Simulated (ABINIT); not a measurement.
## Quasiparticle gap of GaN (P6_3mc) in ABINIT

Wanted: ground state, empty states, screening and self-energy for GaN (P6_3mc).

Main program and level: ABINIT 10.8.3; PBE and many-body steps on it, plane waves.

The database entry behind the starting cell has ideal inner coordinates that were not refined, so it need not match the best structure at ambient conditions.

**1. The starting structure**

The structure is hexagonal, space group P6_3mc (No. 186). The conventional cell has a = 3.190 Å, b = 3.190 Å, c = 5.189 Å, α = 90.00°, β = 90.00°, γ = 120.00°. Ga has 4 N at 1.95 Å nearest. Nearest to N lie 4 Ga at 1.95 Å. Farther neighbours and most contacts between anions are not listed.

The cell and positions come from the Crystallography Open Database and are kept as given unless a step says otherwise.

**2. Ground state**

This step: ABINIT 10.8.3; DFT, PBE, plane waves, norm-conserving pseudopotentials.

The ground-state density comes first.

run.abi reads:

```
acell 3*1.0 Angstrom
rprim 
  3.190000000016 -0.000000000004 0.000000000000
  -1.595000000005 2.762621038088 0.000000000000
  0.000000000000 0.000000000000 5.189000000000
ntypat 2
znucl 31 7
natom 4
typat 1 1 2 2
xred 
  0.666666666667 0.333333333333 0.000000000000
  0.333333333333 0.666666666667 0.500000000000
  0.666666666667 0.333333333333 0.375000000000
  0.333333333333 0.666666666667 0.875000000000
pp_dirpath "pseudos"
pseudos "Ga.upf, N.upf"
ecut 45
ngkpt 6 6 4
nshiftk 1
shiftk 0 0 0
kptopt 1
chksymbreak 0
nband 32
occopt 1
tolvrs 1e-10
nstep 60
prtwf 0
optforces 0
optstress 0
indata_prefix "in"
outdata_prefix "out"
tmpdata_prefix "tmp"
```

Launch:

```bash
$ OMP_NUM_THREADS=1 mpirun -n 4 abinit run.abi > log
```

Numbers of over 12 decimals in the logs are rounded to 6 here.

The program printed:

```text
.Version 10.8.3 of ABINIT. v10.8.2 released Aug 2026.

 Symmetries : space group P6_3 m c (#186); Bravais hP (primitive hexag.)
================================================================================
 Values of the parameters that define the memory need of the present run
     intxc =       0    ionmov =       0      iscf =       7    lmnmax =       6
     lnmax =       6     mgfft =      60  mpssoang =       3    mqgrid =    3001
     natom =       4  nloc_mem =       1    nspden =       1   nspinor =       1
    nsppol =       1      nsym =      12    n1xccc =    2501    ntypat =       2
    occopt =       1   xclevel =       2
-    mband =          32        mffmem =           1         mkmem =           6
       mpw =        4506          nfft =       96000          nkpt =          21
================================================================================
  Rough estimation (10% accuracy) of disk space for files :
================================================================================

--------------------------------------------------------------------------------
------------- Echo of variables that govern the present computation ------------
--------------------------------------------------------------------------------
 -outvars: echo values of preprocessed input variables --------
            acell      1.8897261259E+00  1.8897261259E+00  1.8897261259E+00 Bohr

      chksymbreak           0
             ecut      4.50000000E+01 Hartree
-          fftalg         312

              ixc     -101130
              kpt      0.00000000E+00  0.00000000E+00  0.00000000E+00
                       1.66666667E-01  0.00000000E+00  0.00000000E+00
                       3.33333333E-01  0.00000000E+00  0.00000000E+00
                       5.00000000E-01  0.00000000E+00  0.00000000E+00
                       1.66666667E-01  1.66666667E-01  0.00000000E+00
                       3.33333333E-01  1.66666667E-01  0.00000000E+00
                       3.33333333E-01  3.33333333E-01  0.00000000E+00
                       0.00000000E+00  0.00000000E+00  2.50000000E-01
                       1.66666667E-01  0.00000000E+00  2.50000000E-01
   [... 10 further rows ...]
                       3.33333333E-01  1.66666667E-01  5.00000000E-01
                       3.33333333E-01  3.33333333E-01  5.00000000E-01
         kptrlatt        6    0    0      0    6    0      0    0    4
          kptrlen      3.61693581E+01
P           mkmem           6
            natom           4
            nband          32
            ngfft          40      40      60
             nkpt          21
            nstep          60
             nsym          12
           ntypat           2
              occ      2.000000  2.000000  2.000000  2.000000  2.000000  2.000000
                       2.000000  2.000000  2.000000  2.000000  2.000000  2.000000
                       2.000000  2.000000  2.000000  2.000000  2.000000  2.000000
                       2.000000  2.000000  2.000000  2.000000  2.000000  2.000000
                       2.000000  2.000000  0.000000  0.000000  0.000000  0.000000
                       0.000000  0.000000
        optforces           0
        optstress           0
            prtwf           0
            rprim      3.1900000000E+00 -4.0000000000E-12  0.0000000000E+00
[...]
spgroup         186

           tolvrs      1.00000000E-10

             xred      6.6666666667E-01  3.3333333333E-01  0.0000000000E+00
[...]
znucl       31.00000    7.00000

================================================================================

 chkinp: Checking input parameters for consistency.

================================================================================
== DATASET  1 ==================================================================
-   mpi_nproc: 4, omp_nthreads: 1 (-1 if OMP is not activated)

--- !DatasetInfo
iteration_state: {dtset: 1, }
dimensions: {natom: 4, nkpt: 21, mband: 32, nsppol: 1, nspinor: 1, nspden: 1, mpw: 4506, }
cutoff_energies: {ecut:  45.0, pawecutdg:  -1.0, }
electrons: {nelect:   5.20000000E+01, charge:   0.00000000E+00, occopt:   1.00000000E+00, tsmear:   1.00000000E-02, }

 Real(R)+Recip(G) space primitive vectors, cartesian coordinates (Bohr,Bohr^-1):
 R(1)=  6.0282263  0.0000000  0.0000000  G(1)=  0.1658863  0.0957745  0.0000000
 R(2)= -3.0141132  5.2205972  0.0000000  G(2)=  0.0000000  0.1915490  0.0000000
 R(3)=  0.0000000  0.0000000  9.8057889  G(3)=  0.0000000  0.0000000  0.1019806
 Unit cell volume ucvol=  3.0859741E+02 bohr^3
 Angles (23,13,12)=  9.00000000E+01  9.00000000E+01  1.20000000E+02 degrees

 getcut: wavevector=  0.0000  0.0000  0.0000  ngfft=  40  40  60
         ecut(hartree)=     45.000   => boxcut(ratio)=   2.02627

--- Pseudopotential description ------------------------------------------------
- Ga Generated using ONCVPSP code by D. R. Hamann
- 31.00000  21.00000  171031                  znucl, zion, pspdat
12 -101130 2 -1 1902                          pspcod,pspxc,lmax,lloc,mmax
     nproj     2     2     2
  pspatm : epsatm=   21.85474337
         --- l  ekb(1:nproj) -->
[...]
pspatm: atomic psp has been read  and splines computed

- N Generated using ONCVPSP code by D. R. Hamann
-  7.00000   5.00000  171031                  znucl, zion, pspdat
12 -101130 1 -1 1058                          pspcod,pspxc,lmax,lloc,mmax
     nproj     2     2     0
  pspatm : epsatm=    5.20977870
         --- l  ekb(1:nproj) -->
[...]
pspatm: atomic psp has been read  and splines computed

   2.81471030E+03                                ecore*ucvol(ha*bohr**3)
--------------------------------------------------------------------------------

_setup2: Arith. and geom. avg. npw (full set) are    4450.160    4450.144

================================================================================

--- !BeginCycle
iteration_state: {dtset: 1, }
solver: {iscf: 7, nstep: 60, nline: 4, wfoptalg: 0, }
tolerances: {tolvrs: 1.00E-10, }

     iter   Etot(hartree)      deltaE(h)  residm     vres2
 ETOT  1  -514.91241054123    -5.149E+02 5.658E-01 2.259E+03
 ETOT  2  -516.80333335610    -1.891E+00 4.036E-02 3.250E+03
 ETOT  3  -517.42656362396    -6.232E-01 1.014E-01 5.839E+01
 ETOT  4  -517.43277143139    -6.208E-03 5.667E-03 3.122E+01
 ETOT  5  -517.43610687166    -3.335E-03 3.358E-03 5.848E+00
 ETOT  6  -517.43717997071    -1.073E-03 1.205E-02 1.232E-01
 ETOT  7  -517.43719931203    -1.934E-05 1.934E-03 3.823E-02
 ETOT  8  -517.43720571057    -6.399E-06 8.764E-04 2.595E-03
 ETOT  9  -517.43720617804    -4.675E-07 1.286E-03 9.031E-05
 ETOT 10  -517.43720619562    -1.758E-08 4.232E-04 4.200E-07
 ETOT 11  -517.43720619571    -9.561E-11 4.766E-04 3.169E-09
 ETOT 12  -517.43720619571    -5.684E-13 1.401E-04 1.619E-10
 ETOT 13  -517.43720619570     8.868E-12 1.580E-04 7.836E-12

 At SCF step   13       vres2   =  7.84E-12 < tolvrs=  1.00E-10 =>converged.

--- !ResultsGS
iteration_state: {dtset: 1, }
comment   : Summary of ground state results
lattice_vectors:
- [  6.0282263,  -0.0000000,   0.0000000, ]
- [ -3.0141132,   5.2205972,   0.0000000, ]
- [  0.0000000,   0.0000000,   9.8057889, ]
lattice_lengths: [   6.02823,    6.02823,    9.80579, ]
lattice_angles: [ 90.000,  90.000, 120.000, ] # degrees, (23, 13, 12)
lattice_volume:   3.0859741E+02
convergence: {deltae:  8.868E-12, res2:  7.836E-12, residm:  1.580E-04, diffor:  0.000E+00, }
etotal    :  -5.17437206E+02
entropy   :   0.00000000E+00
fermie    :   2.53663909E-01
cartesian_stress_tensor: null
pressure_GPa: null
xred      :
- [  6.6667E-01,   3.3333E-01,   0.0000E+00, Ga]
- [  3.3333E-01,   6.6667E-01,   5.0000E-01, Ga]
- [  6.6667E-01,   3.3333E-01,   3.7500E-01,  N]
- [  3.3333E-01,   6.6667E-01,   8.7500E-01,  N]
cartesian_forces: null
force_length_stats: {min: null, max: null, mean: null, }

 Integrated electronic density in atomic spheres:
 ------------------------------------------------
 Atom  Sphere_radius  Integrated_density
[...]
4        2.00000          5.25890326
================================================================================

 ----iterations are completed or convergence reached----

 Mean square residual over all n,k,spin=   45.715E-08; max=  15.795E-05
 reduced coordinates (array xred) for    4 atoms
       0.666666666667      0.333333333333      0.000000000000
       0.333333333333      0.666666666667      0.500000000000
       0.666666666667      0.333333333333      0.375000000000
       0.333333333333      0.666666666667      0.875000000000
 rms dE/dt=  0.0000E+00; max dE/dt=  0.0000E+00; dE/dt below (all hartree)
    1       0.000000000000      0.000000000000      0.000000000000
    2       0.000000000000      0.000000000000      0.000000000000
    3       0.000000000000      0.000000000000      0.000000000000
    4       0.000000000000      0.000000000000      0.000000000000

 cartesian coordinates (angstrom) at end:
    1      1.595000     0.920874     0.000000
    2      2e-12     1.841747     2.594500
    3      1.595000     0.920874     1.945875
    4      2e-12     1.841747     4.540375
 length scales=  1.889726125908  1.889726125908  1.889726125908 bohr
              =  1.000000000000  1.000000000000  1.000000000000 angstroms
 prteigrs : about to open file out_EIG
 Fermi (or HOMO) energy (hartree) =   0.25366   Average Vxc (hartree)=  -0.43114
 Eigenvalues (hartree) for nkpt=  21  k points:
 kpt#   1, nband= 32, wtk=  0.00694, kpt=  0.0000  0.0000  0.0000 (reduced coord)
  -4.97589   -4.97589   -3.16320   -3.16306   -3.16306   -3.16305   -3.16304   -3.16304
  -0.33265   -0.30063   -0.24456   -0.24373   -0.24373   -0.24156   -0.24156   -0.23496
  -0.23496   -0.23177   -0.23177   -0.18366   -0.00600    0.21541    0.21541    0.25131
   0.25366    0.25366    0.32419    0.41056    0.59120    0.61823    0.61823    0.65065
 prteigrs : prtvol=0 or 1, do not print more k-points.

--- !EnergyTerms
iteration_state     : {dtset: 1, }
comment             : Components of total free energy in Hartree
kinetic             :  2.55431677541797E+02
hartree             :  2.00907745564323E+02
xc                  : -5.79425709439237E+01
Ewald energy        : -2.70513489358838E+02
psp_core            :  9.12097848216284E+00
local_psp           : -5.33709696700927E+02
non_local_psp       : -1.20731850780296E+02
total_energy        : -5.17437206195702E+02
total_energy_eV     : -1.40801836758326E+04
band_energy         : -6.19806074436561E+01

== END DATASET(S) ==============================================================
================================================================================

 -outvars: echo values of variables after computation  --------
           etotal     -5.1743720620E+02
            nband          32
             nkpt          21
          spgroup         186
 [... the other variables as echoed above ...]

 Calculation completed.
```

It took 43 s on 4 MPI ranks of Arm Neoverse V1, shared host; peak memory 0.35 GiB.

Numbers from this step:

- total energy: -14080.1837 eV
- gap: 1.919 eV
- k of the valence top: 0, 0, 0
- k of the conduction bottom: 0, 0, 0
- least direct gap: 1.919 eV

The gap is direct, at Γ.

(Continued in part 2 of 3.)

[Paths, hosts, dates, memory and timing lines, banners, echoed tables and standing remarks are left out of the program output.]

[Logs are printed without paths, hosts, clocks, repeated set-up lines and the standing remarks that a program may print on its own settings, such as how far it seeks lower states.]

[Runs of the session that timed out or met a known fault of the program may be left out.]

[Hosts, paths, dates, database ids (printed as entryN), source tags and the programs' standing remarks are cut or masked in the printed files.]

[G0W0 gaps are taken among the corrected bands and points alone; a level outside them can change the order at an edge.]

[Where Ansatz stands beside ABINIT at settings called matched, ABINIT's density can come from a denser mesh and the files from another edition; pairs whose starting gaps differed by over 0.03 eV were left out, so agreement reads better than it is.]
